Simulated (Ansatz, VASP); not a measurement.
**Cross-check of InP between VASP and Ansatz**

Aim: how closely do two programs agree when they are given the same cell, functional and k mesh? The cell is taken from a series of VASP runs on this material, whose earlier steps may have relaxed, scaled or displaced it; both programs get it as it stands.

Calculated with Ansatz 0.2.0; plane waves, with VASP 6.6.1 beside it; single point at LDA, band structure at LDA, spin-orbit coupling and single point at LDA, spin-orbit coupling.

### 1. Set-up

The structure is cubic, space group F-43m (No. 216). The conventional cell has a = 5.861 Å, b = 5.861 Å, c = 5.861 Å, α = 90.00°, β = 90.00°, γ = 90.00°. In has 4 P at 2.54 Å nearest. Nearest to P lie 4 In at 2.54 Å. Farther neighbours are not listed.

### 2. Ansatz: single point, LDA

Ansatz runs on its default PAW (the set named soft_2) files.

With cell and atoms fixed, the geometry can't cause a difference; cores, projectors, grids and the points listed under the comparison can.

input.yaml

```yaml
crystal:
  lattice:
    - [0.0, 2.9305, 2.9305]
    - [2.9305, 0.0, 2.9305]
    - [2.9305, 2.9305, 0.0]
  atoms:
    - { symbol: In, position: [0.0, 0.0, 0.0] }
    - { symbol: P, position: [0.25, 0.25, 0.25] }
hamiltonian:
  xc: lda
  pseudopotentials: { kind: paw }
kpoints:
  mp_grid: { grid: [8, 8, 8] }
scf:
  occupations: { method: gaussian, width: 0.02 }
  n_extra_bands: 4
output:
  forces: true
  stress: true
  eigenvalues: true
```

Command:

```console
> ansatz run input.yaml --threads 2 --pin off --max-ram 4608MiB --backend cpu --events-out ev --progress --plain --runs-dir out
```

Numbers of over 12 decimals in the logs are rounded to 6 here.

Log:

```text
scf.n_extra_bands = 4 over 9 filled bands (N_el = 18.0): the run solves 13 bands
Engine: ansatz 0.2.0, aarch64-unknown-linux-gnu
Pseudopotentials: kind: paw
Pseudopotential: In, paw, valence charge 13, recommended cutoff 420 eV (normal), In.paw.azcp
Pseudopotential: P, paw, valence charge 5, recommended cutoff 420 eV (normal), P.paw.azcp
Functional definition: SPW92
  exchange = slater_x
  correlation = pw_c
Crystal: 2 atoms, lattice volume = 50.333 Å³
Basis set: ecut = 420 eV, 941 PW (Γ)
Bands: 13, of which v1, the nominal top of the filled ones, is band 9 counted from 1 (8 counted from 0)
Symmetry: 24 space group operations
Space group: F-43m (ITA 216), of the structure as read, at distance tolerance 3.7e-5 Å
k-points: 29 of 512 (time reversal used)
Non-local potential: In, projectors of the file, l = 0: 2, l = 1: 2, l = 2: 2, l = 3: 2
Non-local potential: P, projectors of the file, l = 0: 2, l = 1: 2, l = 2: 2
PAW form: soft (Blöchl's): semilocal exchange-correlation on the pseudo side does not see the compensation charge
PAW frozen core: In, regenerated for the run's functional, and the local potential with it (the file was generated under x = pbe(κ = 0.804, μ = 0.219515), c = pbe(β = 0.066725))
PAW frozen core: P, regenerated for the run's functional, and the local potential with it (the file was generated under x = pbe(κ = 0.804, μ = 0.219515), c = pbe(β = 0.066725))
PAW one-centre angular grid: In, 590 points (default); XC on 64 Gauss nodes
PAW one-centre angular grid: P, 110 points (default); XC on 64 Gauss nodes
Initial density: superposition of atomic densities (neutral atoms: chi_scale 0, normalization atom), corrected by the library's trained network
Initial wavefunctions: pseudopotential atomic-orbital guess
Functional: x = slater, c = lda
SCF iter   1: F=—  HF=-6183.559908 eV  |F-HF|=—  |Δ(HF+E_count)|=         —  Δρ=8.21e-3  dr2=3.59e-2  ethr=1.77e-3  ⟨swp⟩=6.3  Hψ=2576  notcnv=0
preconditioner: auto → none  [insulator: Δε(μ)=0.419 eV  Ē_g=14.580 eV  σ=0.020 eV  W_gap=1.00  n_scr=14 (ndim 8)  ℏωp=22.2 eV  f_vac=0.021  D(μ)=0.00/eV (n_scr^D=0)  ε∞_Penn≈3.3]
SCF iter   2: F=—  HF=-6183.547815 eV  |F-HF|=—  |Δ(HF+E_count)|=   1.21e-2  Δρ=2.69e-3  dr2=2.08e-3  ethr=1.99e-4  ⟨swp⟩=3.4  Hψ=885  notcnv=0
SCF iter   3: F=—  HF=-6183.547302 eV  |F-HF|=—  |Δ(HF+E_count)|=   5.13e-4  Δρ=8.51e-4  dr2=3.70e-4  ethr=1.15e-5  ⟨swp⟩=2.2  Hψ=751  notcnv=0
SCF iter   4: F=—  HF=-6183.547212 eV  |F-HF|=—  |Δ(HF+E_count)|=   8.95e-5  Δρ=2.78e-4  dr2=2.45e-5  ethr=2.05e-6  ⟨swp⟩=2.8  Hψ=615  notcnv=0
SCF iter   5: F=—  HF=-6183.547205 eV  |F-HF|=—  |Δ(HF+E_count)|=   7.33e-6  Δρ=2.13e-5  dr2=2.11e-7  ethr=1.36e-7  ⟨swp⟩=2.4  Hψ=555  notcnv=0
SCF iter   6: F=-6183.547205 eV  HF=-6183.547205 eV  |F-HF|=1.10e-9  |Δ(HF+E_count)|=   1.13e-9  Δρ=2.48e-6  dr2=2.32e-9  ethr=5.56e-10  ⟨swp⟩=7.0  Hψ=1975  notcnv=0
SCF 1 converged in 6 iterations: F = -6183.547205 eV  dr2 = 2.32e-9
  greatest PAW one-centre occupation: 0.982 electrons in one spin orbital (limit 2), on the In atom at site 0 (counted from 0), in its partial waves of l = 2
SCF converged after 6 iterations
Free energy (F): -6183.547205 eV
Harris-Foulkes:  -6183.547205 eV  (|F-HF|=1.10e-9)
Internal energy: -6183.547205 eV  (E = F + TS)
E sigma→0 (E₀):  -6183.547205 eV
Fermi energy:    6.984030 eV
--- Per-component energies (eV) ---
  E_band       = -56.937071
  E_kinetic    = 314.361073
  E_local      = -1402.805733  (includes V_loc(G=0)·N_el)
  E_nonlocal   = 405.692913
  E_hartree    = 550.173683
  E_xc         = -274.317373
  E_vxc        = -161.524838  (∫ρ·V_xc dr)
  E_paw        = -4556.345399  (= ΣΔE_a)
  E_vpaw       = -313.006327  (= ΣTr[D̂ρ^β])
  E_aug_tail   = 0.000029  (compensation charges beyond the density's cutoff)
  E_ewald      = -1220.708286
  E_core_change = 0.401888  (= ΣΔE_core)
  E_smearing   = -0.000000  (= −TS)
  E_closure    = 0.000000  (closes the sum)
  Σ components = -6183.547205   (vs F -6183.547205, Δ=0.00e0)
--- Forces (eV/Å), atoms counted from 1 ---
  atom   1  In     0.00000000    -0.00000000    -0.00000000
  atom   2  P     -0.00000000     0.00000000    -0.00000000
  max |Σ_I F_I| component: 4.16e-17 eV/Å
--- Stress (GPa, compression-positive) ---
       -1.207040       0.000000       0.000000
       -0.000000      -1.207040       0.000000
       -0.000000       0.000000      -1.207040
  P = ⅓ Tr σ = -1.2070 GPa (-12.070 kbar)
--- Band table (eV; the first three rows and the last of 29) ---
  k-point 0: bands = [... 5 lower, -4.8153, 6.7428, 6.7428, 6.7428, 7.2244, 10.7003, 10.7003, 10.7003]
  k-point 1: bands = [... 5 lower, -4.6353, 5.1280, 6.5513, 6.5513, 8.2249, 10.8429, 10.9814, 10.9814]
  k-point 2: bands = [... 5 lower, -4.1314, 3.2182, 6.1724, 6.1724, 8.3500, 11.4118, 11.4118, 11.9022]
  k-point 28: bands = [... 5 lower, -2.3092, 1.0149, 3.7382, 3.7680, 10.9216, 11.0079, 12.1449, 12.7865]
```

Elapsed: 2.5 s, on 2 threads of Arm Neoverse N1, shared host; peak memory 0.3 GiB.

The run ends at a pressure of -1.21 GPa.

### 3. VASP: single point, LDA

The same cell, functional (in two slightly different forms), mesh and smearing now go to VASP, with its own data sets and cutoff.

Lines of VASP's logs that name or quote its potential files are left out, and so is its time.

INCAR

```
SYSTEM = InP
PREC = Accurate
ENCUT = 400
EDIFF = 1E-08
NELM = 100
ISMEAR = 0
SIGMA = 0.02
LREAL = .FALSE.
ALGO = Normal
GGA = CA
NBANDS = 15
LORBIT = 11
LWAVE = .FALSE.
LCHARG = .FALSE.
KPAR = 4
```

POSCAR

```
InP
1.0
    0.0000000000      2.9305000000      2.9305000000
    2.9305000000      0.0000000000      2.9305000000
    2.9305000000      2.9305000000      0.0000000000
In P
1 1
Direct
    0.0000000000      0.0000000000      0.0000000000
    0.2500000000      0.2500000000      0.2500000000
```

KPOINTS

```
Automatic mesh
0
Gamma
8 8 8
0 0 0
```

KPOINTS_OPT

```
points round the band edges
26
Reciprocal
  0.0000000000   0.0000000000   0.0000000000 1
  0.0000000000   0.0000000000   0.0000000000 1
  0.0000000000  -0.0037312285  -0.0037312285 1
  0.0000000000   0.0037312285   0.0037312285 1
 -0.0037312285   0.0000000000  -0.0037312285 1
  0.0037312285   0.0000000000   0.0037312285 1
 -0.0037312285  -0.0037312285   0.0000000000 1
  0.0037312285   0.0037312285   0.0000000000 1
  0.0000000000  -0.0139921068  -0.0139921068 1
  0.0000000000   0.0139921068   0.0139921068 1
 -0.0139921068   0.0000000000  -0.0139921068 1
  0.0139921068   0.0000000000   0.0139921068 1
 -0.0139921068  -0.0139921068   0.0000000000 1
  0.0139921068   0.0139921068   0.0000000000 1
  0.0000000000  -0.0037312285  -0.0037312285 1
  0.0000000000   0.0037312285   0.0037312285 1
 -0.0037312285   0.0000000000  -0.0037312285 1
  0.0037312285   0.0000000000   0.0037312285 1
 -0.0037312285  -0.0037312285   0.0000000000 1
  0.0037312285   0.0037312285   0.0000000000 1
  0.0000000000  -0.0139921068  -0.0139921068 1
  0.0000000000   0.0139921068   0.0139921068 1
 -0.0139921068   0.0000000000  -0.0139921068 1
  0.0139921068   0.0000000000   0.0139921068 1
 -0.0139921068  -0.0139921068   0.0000000000 1
  0.0139921068   0.0139921068   0.0000000000 1
```

Potentials, in the order of the species: In_d and P (LDA family, release 64).

Command:

```console
> mpirun -np 4 vasp_std
```

Log:

```text
[banner, memory and clock lines left out]
running    4 mpi-ranks, on    1 nodes
 distrk:  each k-point on    1 cores,    4 groups
 distr:  one band on    1 cores,    1 groups

 POSCAR found type information on POSCAR InP
 POSCAR found :  2 types and       2 ions
 LDA part: xc-table for (Slater(with rela. corr.)+CA(PZ))
 , standard interpolation
 POSCAR, INCAR and KPOINTS ok, starting setup
 FFT: planning ... GRIDC
 FFT: planning ... GRID_SOFT
 FFT: planning ... GRID
 WAVECAR not read
 entering main loop
       N       E                     dE             d eps       ncg     rms          rms(c)
DAV:   1     0.106085851501E+03    0.10609E+03   -0.74133E+03   870   0.113E+03
DAV:   2    -0.303993104226E+01   -0.10913E+03   -0.10521E+03   961   0.281E+02
DAV:   3    -0.991633103175E+01   -0.68764E+01   -0.68472E+01  1129   0.752E+01
DAV:   4    -0.100958706776E+02   -0.17954E+00   -0.17948E+00  1102   0.133E+01
DAV:   5    -0.101040916563E+02   -0.82210E-02   -0.82208E-02  1301   0.240E+00    0.580E+00
DAV:   6    -0.971579147085E+01    0.38830E+00   -0.60974E-01  1392   0.134E+01    0.347E+00
DAV:   7    -0.967453927416E+01    0.41252E-01   -0.14706E-01  1242   0.317E+00    0.117E+00
DAV:   8    -0.966929154516E+01    0.52477E-02   -0.13105E-02  1180   0.139E+00    0.373E-01
DAV:   9    -0.966906071113E+01    0.23083E-03   -0.10786E-03  1200   0.401E-01    0.171E-01
DAV:  10    -0.966909025835E+01   -0.29547E-04   -0.13933E-04  1382   0.135E-01    0.107E-01
DAV:  11    -0.966909466441E+01   -0.44061E-05   -0.25254E-05  1319   0.778E-02    0.592E-02
DAV:  12    -0.966909247067E+01    0.21937E-05   -0.47933E-06  1115   0.219E-02    0.118E-02
DAV:  13    -0.966909244229E+01    0.28378E-07   -0.36586E-07  1087   0.338E-03    0.994E-03
DAV:  14    -0.966909242071E+01    0.21582E-07   -0.39117E-08  1087   0.302E-03    0.280E-03
DAV:  15    -0.966909241316E+01    0.75443E-08   -0.27908E-08  1052   0.154E-03
   1 F= -.96690924E+01 E0= -.96690924E+01  d E =-.143288E-14
 Start KPOINTS_OPT (optional k-point list driver)
k-point batch [1-26\26]
       N       E                     dE             ncg
DAV:   1     0.136406819322E+04    0.24822E+03      787
DAV:   2    -0.152416289783E+04   -0.28882E+04      780
DAV:   3    -0.174349540787E+04   -0.21933E+03     1032
DAV:   4    -0.174977999968E+04   -0.62846E+01      952
DAV:   5    -0.174999797848E+04   -0.21798E+00     1220
DAV:   6    -0.175000297448E+04   -0.49960E-02     1087
DAV:   7    -0.175000307414E+04   -0.99656E-04     1192
DAV:   8    -0.175000307578E+04   -0.16436E-05     1060
DAV:   9    -0.175000307581E+04   -0.26520E-07      995
DAV:  10    -0.175000307581E+04   -0.17280E-08      747
```

OUTCAR, selected parts (step 3):

```text
ion  position               nearest neighbor table
   1  0.000  0.000  0.000-   2 2.54   2 2.54   2 2.54   2 2.54
   2  0.250  0.250  0.250-   1 2.54   1 2.54   1 2.54   1 2.54

  LATTYP: Found a face centered cubic cell.
 ALAT       =     5.8610000000

 Subroutine GETGRP returns: Found 24 space group operations
 (whereof 24 operations were pure point group operations)

The static configuration has the point symmetry T_d .

 Found     29 irreducible k-points:

   k-points           NKPTS =     29   k-points in BZ     NKDIM =     29   number of bands    NBANDS=     15

   dimension x,y,z NGX =    28 NGY =   28 NGZ =   28
   dimension x,y,z NGXF=    56 NGYF=   56 NGZF=   56

   ENCUT  =  400.0 eV  29.40 Ry    5.42 a.u.   6.76  6.76  6.76*2*pi/ulx,y,z

   NELECT =      18.0000    total number of electrons

 k-points in reciprocal lattice and weights: Automatic mesh
   0.00000000  0.00000000  0.00000000       0.002
   0.12500000  0.00000000  0.00000000       0.016
   0.25000000  0.00000000  0.00000000       0.016
   0.37500000  0.00000000  0.00000000       0.016
   0.50000000  0.00000000  0.00000000       0.008
   0.12500000  0.12500000  0.00000000       0.012
   0.25000000  0.12500000  0.00000000       0.047
   0.37500000  0.12500000  0.00000000       0.047
   0.50000000  0.12500000  0.00000000       0.047
[...]
-0.37500000  0.50000000  0.12500000       0.023
  -0.25000000  0.50000000  0.25000000       0.012

 average (electrostatic) potential at core
       1 -95.2340       2 -84.0119

 E-fermi :   5.1086

 k-point     1 :       0.0000    0.0000    0.0000
  band No.  band energies     occupation
    ...
      5      -9.0227      2.00000
      6      -6.5359      2.00000
      7       5.0095      2.00000
      8       5.0095      2.00000
      9       5.0095      2.00000
     10       5.5198      0.00000
     11       8.9723      0.00000
     12       8.9723      0.00000
     13       8.9723      0.00000
     14      13.2925      0.00000
    ...

 k-point     2 :       0.1250    0.0000    0.0000
  band No.  band energies     occupation
    ...
      5      -9.0226      2.00000
      6      -6.3560      2.00000
      7       3.4051      2.00000
      8       4.8181      2.00000
      9       4.8181      2.00000
     10       6.5100      0.00000
     11       9.1158      0.00000
     12       9.2540      0.00000
     13       9.2540      0.00000
     14      13.7736      0.00000
    ...

 k-point     3 :       0.2500    0.0000    0.0000
  band No.  band energies     occupation
    ...
      5      -9.0201      2.00000
      6      -5.8523      2.00000
      7       1.4949      2.00000
      8       4.4391      2.00000
      9       4.4391      2.00000
     10       6.6347      0.00000
     11       9.6845      0.00000
     12       9.6845      0.00000
     13      10.1752      0.00000
     14      13.5357      0.00000
    ...

  Total       -0.3721216     -0.3721216     -0.3721216      0.0000000      0.0000000      0.0000000
  in kB      -11.8451414    -11.8451414    -11.8451414      0.0000000      0.0000000      0.0000000
  external PRESSURE =     -11.8451414 kB  Pullay stress =       0.0000000 kB

  energy-cutoff  :      400.00
  volume of cell :       50.33
      direct lattice vectors                 reciprocal lattice vectors
     0.000000000  2.930500000  2.930500000    -0.170619348  0.170619348  0.170619348
     2.930500000  0.000000000  2.930500000     0.170619348 -0.170619348  0.170619348
     2.930500000  2.930500000  0.000000000     0.170619348  0.170619348 -0.170619348

 POSITION                                       TOTAL-FORCE (eV/Angst)
 -----------------------------------------------------------------------------------
      0.00000      0.00000      0.00000         0.000000     -0.000000      0.000000
      1.46525      1.46525      1.46525        -0.000000      0.000000     -0.000000
 -----------------------------------------------------------------------------------
    total drift:                                0.000000      0.000000     -0.000000

  FREE ENERGIE OF THE ION-ELECTRON SYSTEM (eV)
  ---------------------------------------------------
  free  energy   TOTEN  =        -9.6690924132 eV

  energy  without entropy=       -9.6690924132  energy(sigma->0) =       -9.66909241

 total charge
# of ion       s       p       d       tot
------------------------------------------
    1        0.845   0.784   9.896  11.525
    2        1.035   1.483   0.000   2.518
--------------------------------------------------
tot          1.880   2.267   9.896  14.043

[... 3 further parts left out ...]
```

The run ends at a pressure of -1.18 GPa.

### 4. Differences

Known differences besides the potentials themselves: the two LDA forms differ slightly; the cutoff is 420 eV in Ansatz and 400 eV in VASP; VASP's log shows a relativistic correction to its local exchange, Ansatz's none. Total energies have different zeros and are not compared.

Both answers:

```csv
quantity,Ansatz,VASP,difference
pressure (GPa),-1.21,-1.18,-0.02
gap on the k mesh (eV),0.482,0.510,-0.029
```

A gap on the mesh is an upper bound, since the band edges may lie between its points. Ansatz's pressure holds a Pulay correction of 0.04 GPa; VASP's holds none.

### 5. Further runs

Further runs change the set-up of one program: Ansatz's method, potentials or start, or VASP's data sets, cutoff or form of LDA. The table gives Ansatz less VASP for each quantity, since a change that brings one quantity closer may part another.

```csv
run,pressure (GPa),gap on the k mesh (eV)
as above,-0.023,-0.029
Ansatz's all-electron LAPW method,-0.021,-0.031
```

(Part 1 of 2 ends here.)

[Lines on the potential files, build, host, timing and source positions are cut from VASP's logs without a mark.]

[Logs are printed without paths, hosts, clocks, repeated set-up lines and the standing remarks that a program may print on its own settings, such as how far it seeks lower states.]

[Hosts, paths, dates, database ids (printed as entryN), source tags and the programs' standing remarks are cut or masked in the printed files.]
